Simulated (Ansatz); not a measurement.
# Structures of Ti₃Se: which is lowest?

Plane-wave DFT in Ansatz with scalar-relativistic PAW potentials, cutoff 420 eV, Γ-centred meshes chosen by cell and gap, Gaussian smearing with energies taken to zero width. Every cell was relaxed (cell and atoms) in a run of its own, within the symmetry of its start. Functional: PBE.

Relaxed structures (starts from databases or built by putting these elements on another compound's sites):
A. P6_3/mmc, 8 atoms in the computed cell, a = 5.579 Å, c = 4.749 Å; sites (symmetry × multiplicity) Ti mm2 × 6, Se -6m2 × 2; start: built
B. Pm-3n, 8 atoms in the computed cell, a = 5.035 Å; sites (symmetry × multiplicity) Ti -4m.2 × 6, Se m-3. × 2; start: built
C. I4/mmm, 4 atoms in the computed cell, a = 3.848 Å, c = 8.800 Å; sites (symmetry × multiplicity) Ti -4m2 × 4 + 4/mmm × 2, Se 4/mmm × 2; start: built
D. Pm-3m, 4 atoms in the computed cell, a = 3.994 Å; sites (symmetry × multiplicity) Ti 4/mm.m × 3, Se m-3m × 1; start: built

Task: Rank them by energy. Could pressure change the order?

Result:
| structure | group | E − E(lowest) (meV/atom) | V (Å³/atom) | gap on mesh (eV) |
| --- | --- | --- | --- | --- |
| B | Pm-3n | 0.0 | 15.95 | 0.00 |
| D | Pm-3m | 46 | 15.93 | 0.00 |
| A | P6_3/mmc | 72 | 16.00 | 0.00 |
| C | I4/mmm | 79 | 16.29 | 0.00 |

B is lowest, 46 meV/atom under D. The two lowest differ in volume by under 3 %, too little for a first-order estimate of what pressure does to that pair (other pairs aren't weighed here); with rigid cells even 3 % in favour of the higher one would need about 15 GPa. Other structures may lie lower than all of these, and vibrations aren't counted.

Magnetic cells started from one order each; another order can shift an energy by tens of meV per atom.